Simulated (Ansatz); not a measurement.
# V (Im-3m) in Ansatz: settings compared

Aim: see how the results for V move with the level of theory and the settings. Levels: PBEsol+D4, revPBE+D3(BJ), r2SCAN+D3(BJ), rPW86-PBE+rVV10, PBE. Tasks: relaxation of cell and atoms, single point.

All numbers are computed with Ansatz 0.2.0; they aren't measurements. Logs are shortened: lines on timing, memory, paths and dates and some standing lists are left out, and cuts for length are marked.

### 1 The crystal as given

The structure is cubic, space group Im-3m (No. 229). The conventional cell has a = 3.029 Å, b = 3.029 Å, c = 3.029 Å, α = 90.00°, β = 90.00°, γ = 90.00°. Around V (site symmetry m-3m) lie 8 V at 2.62 Å.

### 2 Relaxation of cell and atoms, PBEsol+D4, collinear spin, ferromagnetic start

input.yaml

```yaml
crystal:
  lattice:
    - [-1.51435, 1.51435, 1.51435]
    - [1.51435, -1.51435, 1.51435]
    - [1.51435, 1.51435, -1.51435]
  atoms:
    - { symbol: V, position: [0.0, 0.0, 0.0], spin: 2.0 }
hamiltonian:
  xc: pbesol
  pseudopotentials: { kind: paw }
  dispersion: d4
magnetization:
  spin_polarized: true
kpoints:
  mp_grid: { grid: [12, 12, 12] }
scf:
  occupations: { method: fermi_dirac, width: 0.05 }
output:
  forces: true
  stress: true
relax:
  f_tol: 0.01
  max_steps: 40
  cell: { stress_tol: 0.05 }
```

Potentials or basis: Ansatz PAW.

Launch:

```
ansatz run input.yaml --threads 2 --pin off --max-ram 5120MiB --backend cpu --events-out ev --progress --plain --runs-dir out
```

What it wrote:

```text
Warning: RAYON_NUM_THREADS=2 ignored (pool sized by the plan → 2); use --threads N
Engine: ansatz 0.2.0, aarch64-unknown-linux-gnu
Pseudopotentials: kind: paw
Pseudopotential: V, paw, valence charge 13, recommended cutoff 420 eV (normal), V.paw.azcp
Functional definition: PBEsol
  exchange = pbesol_x
  correlation = pbesol_c
Crystal: 1 atoms, lattice volume = 13.891 Å³
Basis set: ecut = 420 eV, 249 PW (Γ), exchange–correlation on 36×36×36 points (8 copies of the dense FFT grid, shifted against one another)
Bands: 12, of which v1, the nominal top of the filled ones, is band 7 counted from 1 (6 counted from 0)
Symmetry: 48 space group operations
Space group: Im-3m (ITA 229), of the structure as read, at distance tolerance 2.4e-5 Å
Magnetic group: BNS 229.140 (UNI 1642), of the structure as read, at distance tolerance 2.4e-5 Å
k-points: 72 of 1728
Non-local potential: V, projectors of the file, l = 0: 3, l = 1: 2, l = 2: 3, l = 3: 1
PAW form: soft (Blöchl's): semilocal exchange-correlation on the pseudo side does not see the compensation charge
PAW frozen core: V, regenerated for the run's functional, and the local potential with it (the file was generated under x = pbe(κ = 0.804, μ = 0.2195149727645171), c = pbe(β = 0.06672455060314922))
PAW one-centre angular grid: V, 590 points (default); XC on 64 Gauss nodes
Initial density: superposition of atomic densities (chi_scale 0.1, normalization cell)
Starting moments: Σ|m| = 2 μB on 1 of 1 site
Initial wavefunctions: pseudopotential atomic-orbital guess
Functional: x = pbesol(κ = 0.804, μ = 0.12345679012345678), c = pbesol(β = 0.046)
SCF iter   1: F=—  HF=-2885.390963 eV  |F-HF|=—  |Δ(HF+E_count)|=         —  Δρ=1.26e-1 (↑1.26e-1 ↓3.75e-2)  dr2=1.56e0  dr2_m=7.19e-1  M=1.082 μB ∫|m|=1.082 μB  β_m=0.30  ethr=3.10e-3  ⟨swp⟩=4.1  Hψ=8040  notcnv=0
Mixer restart at iter 1: flushing history
preconditioner: auto → none  [metal: Δε(μ)=0.038 eV  Ē_g=9.035 eV  σ=0.050 eV  W_gap=0.19  n_scr=0 (ndim 8)  ℏωp=22.3 eV  f_vac=0.000  D(μ)=1.12/eV (n_scr^D=12)]
SCF iter   2: F=—  HF=-2884.719149 eV  |F-HF|=—  |Δ(HF+E_count)|=   6.72e-1  Δρ=6.08e-2 (↑6.08e-2 ↓4.43e-2)  dr2=8.26e-2  dr2_m=3.37e-1  M=1.072 μB ∫|m|=1.072 μB  β_m=0.40  ethr=3.10e-3  ⟨swp⟩=3.0  Hψ=4483  notcnv=0  defer=107
SCF iter   3: F=—  HF=-2885.459696 eV  |F-HF|=—  |Δ(HF+E_count)|=         —  Δρ=9.00e-2 (↑9.00e-2 ↓7.67e-2)  dr2=4.55e-2  dr2_m=8.79e-1  M=0.273 μB ∫|m|=0.274 μB  β_m=1.00  ethr=6.35e-4  ⟨swp⟩=2.1  Hψ=2593  notcnv=0  defer=107
Mixer restart at iter 3: flushing history
SCF iter   4: F=—  HF=-2885.469009 eV  |F-HF|=—  |Δ(HF+E_count)|=   9.31e-3  Δρ=2.93e-2 (↑2.87e-2 ↓2.93e-2)  dr2=4.09e-1  dr2_m=4.88e-4  M=0.229 μB ∫|m|=0.229 μB  β_m=0.40  ethr=3.85e-4  ⟨swp⟩=2.3  Hψ=3397  notcnv=0  defer=107
SCF iter   5: F=—  HF=-2885.423797 eV  |F-HF|=—  |Δ(HF+E_count)|=   4.52e-2  Δρ=6.47e-3 (↑6.47e-3 ↓5.04e-3)  dr2=2.65e-3  dr2_m=2.65e-3  M=0.176 μB ∫|m|=0.176 μB  β_m=0.40  ethr=3.85e-4  ⟨swp⟩=2.4  Hψ=3878  notcnv=0  defer=112
SCF iter   6: F=—  HF=-2885.430005 eV  |F-HF|=—  |Δ(HF+E_count)|=   6.21e-3  Δρ=5.35e-3 (↑4.17e-3 ↓5.35e-3)  dr2=2.27e-3  dr2_m=2.29e-3  M=0.151 μB ∫|m|=0.151 μB  β_m=0.70  ethr=2.04e-5  ⟨swp⟩=2.8  Hψ=3368  notcnv=0  defer=111
SCF iter   7: F=—  HF=-2885.438423 eV  |F-HF|=—  |Δ(HF+E_count)|=   8.42e-3  Δρ=3.14e-3 (↑3.14e-3 ↓1.53e-3)  dr2=7.11e-4  dr2_m=6.16e-4  M=0.055 μB ∫|m|=0.055 μB  β_m=0.85  ethr=1.74e-5  ⟨swp⟩=2.3  Hψ=3080  notcnv=0  defer=131
SCF iter   8: F=—  HF=-2885.438777 eV  |F-HF|=—  |Δ(HF+E_count)|=   3.54e-4  Δρ=9.51e-4 (↑9.51e-4 ↓5.03e-4)  dr2=4.30e-5  dr2_m=6.29e-5  M=0.024 μB ∫|m|=0.024 μB  β_m=0.92  ethr=5.47e-6  ⟨swp⟩=2.1  Hψ=2074  notcnv=0  defer=131
SCF iter   9: F=—  HF=-2885.438803 eV  |F-HF|=—  |Δ(HF+E_count)|=   2.68e-5  Δρ=2.21e-4 (↑2.21e-4 ↓1.58e-4)  dr2=8.12e-7  dr2_m=4.50e-6  M=0.005 μB ∫|m|=0.005 μB  β_m=0.96  ethr=3.31e-7  ⟨swp⟩=2.6  Hψ=2501  notcnv=0  defer=131
SCF iter  10: F=—  HF=-2885.438804 eV  |F-HF|=—  |Δ(HF+E_count)|=   9.76e-7  Δρ=6.13e-6 (↑6.13e-6 ↓5.90e-6)  dr2=5.56e-9  dr2_m=3.03e-9  M=-0.000 μB ∫|m|=0.000 μB  β_m=0.98  ethr=6.25e-9  ⟨swp⟩=2.0  Hψ=2543  notcnv=0  defer=131
SCF iter  11: F=—  HF=-2885.438804 eV  |F-HF|=—  |Δ(HF+E_count)|=   8.37e-9  Δρ=2.65e-6 (↑2.57e-6 ↓2.65e-6)  dr2=9.39e-12  dr2_m=8.58e-10  M=-0.000 μB ∫|m|=0.000 μB  β_m=0.96  ethr=4.28e-11  ⟨swp⟩=2.0  Hψ=2522  notcnv=0  defer=131
SCF iter  12: F=—  HF=-2885.438804 eV  |F-HF|=—  |Δ(HF+E_count)|=  3.77e-11  Δρ=3.91e-7 (↑3.91e-7 ↓2.35e-7)  dr2=5.79e-12  dr2_m=1.16e-11  M=-0.000 μB ∫|m|=0.000 μB  β_m=0.98  ethr=1.00e-12  ⟨swp⟩=2.0  Hψ=2540  notcnv=0  defer=131
SCF iter  13: F=-2885.438804 eV  HF=-2885.438804 eV  |F-HF|=1.36e-12  |Δ(HF+E_count)|=  3.18e-12  Δρ=7.46e-8 (↑4.73e-8 ↓7.46e-8)  dr2=1.90e-12  dr2_m=3.05e-14  M=0.000 μB ∫|m|=0.000 μB  ethr=1.00e-12  ⟨swp⟩=1.0  Hψ=4032  notcnv=0
[... 57 lines left out ...]
iter 1 solved again at ethr=2.46e-8 eV; its pass at ethr=3.10e-3 eV (dr2=3.20e-6 eV) is discarded
SCF iter   1: F=—  HF=-2885.490122 eV  |F-HF|=—  |Δ(HF+E_count)|=         —  Δρ=7.70e-5 (↑7.69e-5 ↓7.70e-5)  dr2=9.50e-7  dr2_m=3.81e-12  M=-0.000 μB ∫|m|=0.000 μB  β_m=0.65  ethr=2.46e-8  ⟨swp⟩=2.0  Hψ=12156  notcnv=0
SCF iter   2: F=—  HF=-2885.490121 eV  |F-HF|=—  |Δ(HF+E_count)|=   1.29e-6  Δρ=2.62e-5 (↑2.62e-5 ↓2.62e-5)  dr2=6.38e-8  dr2_m=2.37e-12  M=-0.000 μB ∫|m|=0.000 μB  β_m=0.53  ethr=7.31e-9  ⟨swp⟩=1.4  Hψ=1821  notcnv=0
SCF iter   3: F=—  HF=-2885.490121 eV  |F-HF|=—  |Δ(HF+E_count)|=   3.72e-7  Δρ=1.01e-5 (↑1.01e-5 ↓1.01e-5)  dr2=9.24e-9  dr2_m=1.75e-12  M=-0.000 μB ∫|m|=0.000 μB  β_m=0.57  ethr=4.91e-10  ⟨swp⟩=2.0  Hψ=2686  notcnv=0
SCF iter   4: F=—  HF=-2885.490121 eV  |F-HF|=—  |Δ(HF+E_count)|=   2.14e-7  Δρ=6.34e-6 (↑6.34e-6 ↓6.23e-6)  dr2=1.61e-8  dr2_m=1.24e-12  M=-0.000 μB ∫|m|=0.000 μB  β_m=0.79  ethr=7.11e-11  ⟨swp⟩=2.0  Hψ=2642  notcnv=0
SCF iter   5: F=—  HF=-2885.490121 eV  |F-HF|=—  |Δ(HF+E_count)|=   1.99e-7  Δρ=2.27e-6 (↑2.27e-6 ↓2.18e-6)  dr2=2.31e-9  dr2_m=4.56e-13  M=-0.000 μB ∫|m|=0.000 μB  β_m=0.89  ethr=7.11e-11  ⟨swp⟩=2.0  Hψ=2692  notcnv=0
SCF iter   6: F=—  HF=-2885.490121 eV  |F-HF|=—  |Δ(HF+E_count)|=   1.52e-8  Δρ=2.62e-7 (↑2.62e-7 ↓2.07e-7)  dr2=2.47e-11  dr2_m=1.60e-13  M=-0.000 μB ∫|m|=0.000 μB  β_m=0.95  ethr=1.77e-11  ⟨swp⟩=2.0  Hψ=2686  notcnv=0
SCF iter   7: F=—  HF=-2885.490121 eV  |F-HF|=—  |Δ(HF+E_count)|=  1.26e-10  Δρ=7.13e-8 (↑3.18e-8 ↓7.13e-8)  dr2=1.02e-12  dr2_m=1.04e-13  M=-0.000 μB ∫|m|=0.000 μB  β_m=0.97  ethr=1.00e-12  ⟨swp⟩=2.5  Hψ=2422  notcnv=0
SCF iter   8: F=-2885.490121 eV  HF=-2885.490121 eV  |F-HF|=4.55e-13  |Δ(HF+E_count)|=  3.18e-12  Δρ=3.28e-8 (↑2.23e-8 ↓3.28e-8)  dr2=3.39e-13  dr2_m=9.05e-15  M=-0.000 μB ∫|m|=0.000 μB  ethr=1.00e-12  ⟨swp⟩=2.8  Hψ=5173  notcnv=0
the starting moments were not kept: the SCF closed with an absolute magnetisation of 9.0e-7 μB, where they sum to 2 μB in size (1 site). That is at most 0.1 of that sum. Measured as dr2_m measures the in/out step, that magnetisation stands 3.6e-13 eV from none, at or under the dr2_threshold of 1.0e-11 eV: it is no larger than a step whose dr2_m would equal this threshold.
SCF 5 converged in 8 iterations: F = -2885.490121 eV  dr2 = 3.39e-13
relax step   5: F+E_penalty+E_count = -2885.49012138 eV  Δ(F+E_penalty+E_count) = +4.146e-4 eV  max|allowed force component| = 0.000e0 eV/Å  Δτ_max = 0.0000 Å  P = -0.006 GPa  Ω = 12.789 Å³  stress off target by 5.78e-3 GPa  SCF on the basis re-selected at this cell (its energy is not comparable with the rows above)  (8 SCF iters)
basis re-selected at this cell: Δ(F+E_penalty+E_count) = +4.146e-4 eV, ΔP = -0.002 GPa vs the last step (what re-selecting the basis moved, of the pressure what is left beyond the Pulay correction that the steps carried, after the strain that the cell walked since its last selection, with what the two solves' SCF thresholds leave and, on support functions, any second-order correction that the steps lacked; it is no measure of the basis error at this ecutwfc). This SCF's stress stands 5.78e-3 GPa from its target on what of the cell is left free (relax.cell.stress_tol is 5.00e-2 GPa) and its largest allowed force component is 0.00e0 eV/Å (relax.f_tol is 1.00e-2 eV/Å): within both
SCF converged after 8 iterations
Magnetization: -0.0000 μB (6.5000 up, 6.5000 down)
Absolute magnetization: 0.0000 μB (∫|ρ↑−ρ↓|, with the PAW one-centre terms)
Spin contamination: 0.0000 ħ² per cell (⟨S²⟩ above its minimum at these occupations)
Per-site moments (μB) at R_I (Å): [(-6.687542351322108e-7, 1.0525383197099867)]
Free energy (F): -2885.490121 eV
Harris-Foulkes:  -2885.490121 eV  (|F-HF|=4.55e-13)
Internal energy: -2885.472643 eV  (E = F + TS)
E sigma→0 (E₀):  -2885.481382 eV
Entropy (-TS):   -0.017478 eV (-17.478 meV/atom)
Fermi energy:    17.405467 eV
--- Per-component energies (eV) ---
  E_band       = -131.269636
  E_kinetic    = 337.809495
  E_local      = -857.872471  (includes V_loc(G=0)·N_el)
  E_nonlocal   = -43.711799
  E_hartree    = 397.945837
  E_xc         = -129.987662
  E_vxc        = -165.544611  (∫ρ·V_xc dr)
  E_paw        = -1086.689504  (= ΣΔE_a)
  E_vpaw       = -197.842215  (= ΣTr[D̂ρ^β])
  E_aug_tail   = 0.000270  (compensation charges beyond the density's cutoff)
  E_ewald      = -1502.917332
  E_disp       = -0.199155  (pairwise vdW)
  E_core_change = 0.149679  (= ΣΔE_core)
  E_smearing   = -0.017478  (= −TS)
  E_closure    = -0.000000  (closes the sum)
  Σ components = -2885.490121   (vs F -2885.490121, Δ=0.00e0)
--- Forces (eV/Å), atoms counted from 1 ---
  atom   1  V     -0.00000000     0.00000000     0.00000000
  max |Σ_I F_I| component: 2.88e-32 eV/Å
--- Stress (GPa, compression-positive) ---
       -0.005780       0.000000      -0.000000
       -0.000000      -0.005780       0.000000
        0.000000       0.000000      -0.005780
  P = ⅓ Tr σ = -0.0058 GPa (-0.058 kbar)
--- Relaxed structure (4 steps of the walk, 4 accepted, 1 SCFs on fresh bases) ---
  F+E_penalty+E_count = -2885.49012138 eV   max|allowed force component| = 0.000e0 eV/Å   (the final SCF, on the basis selected at the relaxed cell)
  cell:  # Å, volume = 12.7885 Å³
    - [-1.4731715932532297, 1.4731715932532297, 1.4731715932532297]
    - [1.4731715932532297, -1.4731715932532297, 1.4731715932532297]
    - [1.4731715932532297, 1.4731715932532297, -1.4731715932532297]
  atoms:
    - { symbol: V, position: [0.0, 0.0, 0.0] }
```

Wall time 6.6 s (2 threads of Arm Neoverse V1, shared host); peak memory 0.28 GiB.

Results:

```
Free energy                            : -2885.4901 eV
Relaxed volume                         : 12.79 Å³/atom
Relaxed cell                           : a = 2.552 Å, b = 2.552 Å, c = 2.552 Å, α = 109.47°, β = 109.47°, γ = 109.47°
Space group after relaxing (to 0.05 Å) : Im-3m (No. 229)
Energy gained by relaxing              : 51.3 meV/atom
Ionic steps                            : 5
Pressure after relaxing                : 0.0 GPa
Net moment                             : 0.00 μB per cell
Absolute moment                        : 0.00 μB per cell
```

Step by step:
| step | energy change (eV) | largest force (eV/Å) | volume (Å³) |
| --- | --- | --- | --- |
| 1 | 0.0000 | 0.0000 | 13.89 |
| 2 | -0.0504 | 0.0000 | 12.62 |
| 3 | -0.0517 | 0.0000 | 12.81 |
| 4 | -0.0517 | 0.0000 | 12.79 |
| 5 | -0.0513 | 0.0000 | 12.79 |

Final structure:
```
V
1.0
    -1.47317    1.47317    1.47317
     1.47317   -1.47317    1.47317
     1.47317    1.47317   -1.47317
V
1
Cartesian
  0.0000 0.0000 0.0000
```

Caveat: the plane-wave basis is chosen anew once the cell has moved, so the energies of steps on either side of that aren't comparable; the PAW data sets come from PBE, with cores solved anew for the run's functional, which leaves a small shift of forces and pressure; the starting moments weren't kept.

(Part 1 of 2 ends here.)
